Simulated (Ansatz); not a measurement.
# Ge (P6_3/mmc) in Ansatz: band structure with PBEsol

Aim: the band structure of Ge with PBEsol.

Everything below comes from runs of Ansatz 0.2.0. Logs are shortened: lines on timing, memory, paths and dates and some standing lists are left out, and cuts for length are marked.

## Step 1: The crystal as given

The structure is hexagonal, space group P6_3/mmc (No. 194). Conventional cell: a = 4.003 Å, b = 4.003 Å, c = 13.157 Å, α = 90.00°, β = 90.00°, γ = 120.00°. Ge (site symmetry 3m) is surrounded by 4 Ge at 2.45 to 2.47 Å. Around Ge (site symmetry 3m) lie 4 Ge at 2.45 Å.

This isn't the form of Ge at room conditions, which is diamond.

## Step 2: Band structure, PBEsol

The input, input.yaml:

```yaml
crystal:
  lattice:
    - [4.0031158814, 0.0, 0.0]
    - [-2.0015579407, 3.4668000476, 0.0]
    - [0.0, 0.0, 13.15670686]
  atoms:
    - { symbol: Ge, position: [0.3333333333, 0.6666666667, 0.15594157] }
    - { symbol: Ge, position: [0.6666666667, 0.3333333333, 0.84405843] }
    - { symbol: Ge, position: [0.6666666667, 0.3333333333, 0.65594157] }
    - { symbol: Ge, position: [0.3333333333, 0.6666666667, 0.34405843] }
    - { symbol: Ge, position: [0.0, 0.0, 0.09314884] }
    - { symbol: Ge, position: [0.0, 0.0, 0.90685116] }
    - { symbol: Ge, position: [0.0, 0.0, 0.59314884] }
    - { symbol: Ge, position: [0.0, 0.0, 0.40685116] }
hamiltonian:
  xc: pbesol
  pseudopotentials: { kind: paw }
kpoints:
  mp_grid: { grid: [8, 8, 2] }
  band_path:
    path:
      - [[0.0, 0.0, 0.0], [0.5, 0.0, 0.0], [0.3333333333, 0.3333333333, 0.0], [0.0, 0.0, 0.0], [0.0, 0.0, 0.5], [0.5, 0.0, 0.5], [0.3333333333, 0.3333333333, 0.5], [0.0, 0.0, 0.5]]
      - [[0.5, 0.0, 0.5], [0.5, 0.0, 0.0]]
      - [[0.3333333333, 0.3333333333, 0.0], [0.3333333333, 0.3333333333, 0.5]]
    npoints: 10
scf:
  occupations: { method: fermi_dirac, width: 0.05 }
  n_extra_bands: 20
output:
  forces: true
  stress: true
  eigenvalues: true
  fatbands: true
```

Potentials or basis: Ansatz PAW.

Run with:

```console
$ ansatz run input.yaml --threads 4 --pin off --max-ram 11264MiB --backend cpu --events-out ev --progress --plain --runs-dir out
```

What it wrote:

```text
Warning: RAYON_NUM_THREADS=4 ignored (pool sized by the plan → 4); use --threads N
scf.n_extra_bands = 20 over 56 filled bands (N_el = 112.0): the run solves 76 bands
Engine: ansatz 0.2.0, x86_64-unknown-linux-gnu
Pseudopotentials: kind: paw
Pseudopotential: Ge, paw, valence charge 14, recommended cutoff 420 eV (normal), Ge.paw.azcp
Functional definition: PBEsol
  exchange = pbesol_x
  correlation = pbesol_c
Crystal: 8 atoms, lattice volume = 182.589 Å³
Basis set: ecut = 420 eV, 3583 PW (Γ), exchange–correlation on 54×54×180 points (8 copies of the dense FFT grid, shifted against one another)
Bands: 76, of which v1, the nominal top of the filled ones, is band 56 counted from 1 (55 counted from 0)
Symmetry: 24 space group operations
Space group: P63/mmc (ITA 194), of the structure as read, at distance tolerance 5.7e-5 Å
k-points: 20 of 128
Non-local potential: Ge, projectors of the file, l = 0: 2, l = 1: 2, l = 2: 3, l = 3: 1
PAW form: soft (Blöchl's): semilocal exchange-correlation on the pseudo side does not see the compensation charge
PAW frozen core: Ge, regenerated for the run's functional, and the local potential with it (the file was generated under x = pbe(κ = 0.804, μ = 0.2195149727645171), c = pbe(β = 0.06672455060314922))
PAW one-centre angular grid: Ge, 590 points (default); XC on 64 Gauss nodes
Initial density: superposition of atomic densities (neutral atoms: chi_scale 0, normalization atom), corrected by the library's trained network
Initial wavefunctions: pseudopotential atomic-orbital guess
Functional: x = pbesol(κ = 0.804, μ = 0.12345679012345678), c = pbesol(β = 0.046)
SCF iter   1: F=—  HF=-34027.905199 eV  |F-HF|=—  |Δ(HF+E_count)|=         —  Δρ=2.43e-3  dr2=1.37e-2  ethr=1.77e-3  ⟨swp⟩=6.0  Hψ=5549  notcnv=0  defer=38
[... 22 lines left out ...]
  E_hartree    = 8694.406287
  E_xc         = -599.566295
  E_vxc        = -517.632219  (∫ρ·V_xc dr)
  E_paw        = -15833.165056  (= ΣΔE_a)
  E_vpaw       = -2506.818184  (= ΣTr[D̂ρ^β])
  E_aug_tail   = 0.002574  (compensation charges beyond the density's cutoff)
  E_ewald      = -10711.914024
  E_core_change = 7.343490  (= ΣΔE_core)
  E_smearing   = -0.003102  (= −TS)
  E_closure    = -0.000000  (closes the sum)
  Σ components = -34027.898276   (vs F -34027.898276, Δ=0.00e0)
--- Forces (eV/Å), atoms counted from 1 ---
  atom   1  Ge    -0.00000000     0.00000000    -0.00385742
  atom   2  Ge    -0.00000000    -0.00000000     0.00385742
  atom   3  Ge     0.00000000    -0.00000000    -0.00385742
  atom   4  Ge     0.00000000     0.00000000     0.00385742
  atom   5  Ge     0.00000000    -0.00000000     0.00225220
  atom   6  Ge     0.00000000     0.00000000    -0.00225220
  atom   7  Ge    -0.00000000     0.00000000     0.00225220
  atom   8  Ge     0.00000000    -0.00000000    -0.00225220
  max |Σ_I F_I| component: 7.40e-17 eV/Å
--- Stress (GPa, compression-positive) ---
        0.100319      -0.000000       0.000000
        0.000000       0.100319       0.000000
        0.000000       0.000000      -0.167334
  P = ⅓ Tr σ = 0.0111 GPa (0.111 kbar)
--- Band table (eV; the first three rows and the last of 20) ---
  k-point 0: bands = ["-16.4994", "-16.4994", "-16.4904", "-16.4904", "-16.4861", "-16.4861", "-16.4717", "-16.4682", "-16.4682", "-16.4676", "-16.4521", "-16.4493", "-16.4368", "-16.4368", "-16.4117", "-16.4117", "-16.4075", "-16.4075", "-16.3903", "-16.3903", "-16.2627", "-16.2627", "-16.2509", "-16.2509", "-16.2490", "-16.2471", "-16.2471", "-16.2410", "-16.2405", "-16.2314", "-16.2280", "-16.2280", "-16.2136", "-16.2136", "-16.1966", "-16.1966", "-16.1933", "-16.1933", "-16.1846", "-16.1846", "-4.4068", "-3.6854", "-3.6606", "-2.3473", "0.7434", "3.5491", "3.6021", "6.9227", "6.9227", "7.4572", "7.4572", "7.5383", "7.5383", "8.2412", "8.2949", "8.3684", "8.4184", "8.4184", "8.8274", "9.1438", "10.7449", "10.7449", "10.9540", "11.5549", "11.5549", "12.1011", "12.1011", "12.4561", "12.4561", "13.8599", "13.8776", "14.4485", "15.2442", "16.1782", "16.1782", "16.2294"]
  k-point 1: bands = ["-16.4966", "-16.4966", "-16.4966", "-16.4966", "-16.4763", "-16.4763", "-16.4763", "-16.4763", "-16.4698", "-16.4698", "-16.4506", "-16.4506", "-16.4265", "-16.4265", "-16.4265", "-16.4265", "-16.3958", "-16.3958", "-16.3958", "-16.3958", "-16.2587", "-16.2587", "-16.2587", "-16.2587", "-16.2467", "-16.2467", "-16.2369", "-16.2369", "-16.2369", "-16.2369", "-16.2343", "-16.2343", "-16.2054", "-16.2054", "-16.2054", "-16.2054", "-16.1873", "-16.1873", "-16.1873", "-16.1873", "-4.2187", "-4.2187", "-2.8753", "-2.8753", "1.6539", "1.6539", "5.9000", "5.9000", "7.0728", "7.0728", "7.0728", "7.0728", "8.0759", "8.0759", "8.0759", "8.0759", "8.4990", "8.4990", "9.4835", "9.4835", "11.1287", "11.1287", "11.1287", "11.1287", "11.6807", "11.6807", "12.3013", "12.3013", "12.3013", "12.3013", "15.0863", "15.0863", "15.9907", "15.9907", "16.3514", "16.3514"]
  k-point 2: bands = ["-16.5098", "-16.5029", "-16.4939", "-16.4932", "-16.4931", "-16.4894", "-16.4772", "-16.4729", "-16.4691", "-16.4612", "-16.4518", "-16.4382", "-16.4295", "-16.4241", "-16.4034", "-16.4013", "-16.4009", "-16.4000", "-16.3803", "-16.3786", "-16.2831", "-16.2766", "-16.2725", "-16.2609", "-16.2606", "-16.2552", "-16.2535", "-16.2400", "-16.2380", "-16.2294", "-16.2218", "-16.2211", "-16.2192", "-16.2088", "-16.1935", "-16.1927", "-16.1904", "-16.1896", "-16.1791", "-16.1735", "-4.2379", "-3.5178", "-3.4938", "-2.1735", "0.7615", "3.4133", "3.4553", "5.4975", "6.1752", "6.2058", "6.4939", "6.5554", "7.1573", "7.1869", "7.9465", "8.1247", "9.5083", "9.6385", "9.7977", "10.2961", "10.9614", "11.1321", "11.1648", "11.4861", "12.0165", "12.1983", "12.4730", "12.5412", "13.1476", "13.2349", "14.0653", "14.9747", "15.3532", "15.6131", "16.1067", "16.3972"]
  k-point 19: bands = ["-16.5220", "-16.5220", "-16.5137", "-16.5137", "-16.5130", "-16.5130", "-16.5002", "-16.5002", "-16.4204", "-16.4204", "-16.4061", "-16.4061", "-16.3717", "-16.3717", "-16.3581", "-16.3581", "-16.3563", "-16.3563", "-16.3448", "-16.3448", "-16.3195", "-16.3195", "-16.3102", "-16.3102", "-16.3033", "-16.3033", "-16.2834", "-16.2834", "-16.2821", "-16.2821", "-16.2677", "-16.2677", "-16.1767", "-16.1767", "-16.1713", "-16.1713", "-16.1658", "-16.1658", "-16.1572", "-16.1572", "-1.7584", "-1.7584", "-1.1960", "-1.1960", "0.2504", "0.2504", "0.7981", "0.7981", "3.9006", "3.9006", "4.4915", "4.4915", "5.3789", "5.3789", "6.0525", "6.0525", "9.7964", "9.7964", "10.8825", "10.8825", "12.3909", "12.3909", "12.6871", "12.6871", "13.5926", "13.5926", "13.8553", "13.8553", "14.9653", "14.9653", "15.5688", "15.5688", "16.2303", "16.2303", "17.1451", "17.1451"]
```

bands.tsv:

```text
[... 115 lines left out ...]
```

Wall time 13 s (4 threads of AMD EPYC 7R43 (Zen 3), shared host); peak memory 0.99 GiB.

What came out:

- Free energy: -34027.8983 eV
- Pressure: 0.0 GPa
- Largest force: 0.004 eV/Å
- Band gap along the path: none (metal or under the smearing width)

Forces on the atoms (eV/Å):
```
Ge   0.000  0.000 -0.004
Ge   0.000  0.000  0.004
Ge   0.000  0.000 -0.004
Ge   0.000  0.000  0.004
Ge   0.000  0.000  0.002
Ge   0.000  0.000 -0.002
Ge   0.000  0.000  0.002
Ge   0.000  0.000 -0.002
```

Levels at the corners of the path, in eV from the Fermi level:
| point | band 53 | band 54 | band 55 | band 56 | band 57 | band 58 | band 59 | band 60 |
| --- | --- | --- | --- | --- | --- | --- | --- | --- |
| Γ | -0.83 | -0.13 | -0.08 | 0.00 | 0.05 | 0.05 | 0.46 | 0.77 |
| M | -2.41 | -2.40 | -1.82 | -1.43 | 0.17 | 0.31 | 0.55 | 1.37 |
| K | -3.48 | -2.71 | -2.71 | -2.02 | 1.27 | 2.18 | 2.18 | 2.54 |
| Γ | -0.83 | -0.13 | -0.08 | 0.00 | 0.05 | 0.05 | 0.46 | 0.77 |
| A | -0.29 | -0.29 | -0.29 | -0.29 | 0.13 | 0.13 | 1.11 | 1.11 |
| L | -2.61 | -2.61 | -1.78 | -1.78 | 0.60 | 0.60 | 1.24 | 1.24 |
| H | -2.84 | -2.84 | -2.46 | -2.46 | 1.31 | 1.31 | 2.65 | 2.65 |
| A | -0.29 | -0.29 | -0.29 | -0.29 | 0.13 | 0.13 | 1.11 | 1.11 |
| L | -2.61 | -2.61 | -1.78 | -1.78 | 0.60 | 0.60 | 1.24 | 1.24 |
| M | -2.41 | -2.40 | -1.82 | -1.43 | 0.17 | 0.31 | 0.55 | 1.37 |
| K | -3.48 | -2.71 | -2.71 | -2.02 | 1.27 | 2.18 | 2.18 | 2.54 |
| H | -2.84 | -2.84 | -2.46 | -2.46 | 1.31 | 1.31 | 2.65 | 2.65 |

Caveat: the PAW data sets come from PBE, with cores solved anew for the run's functional, which leaves a small shift of forces and pressure.
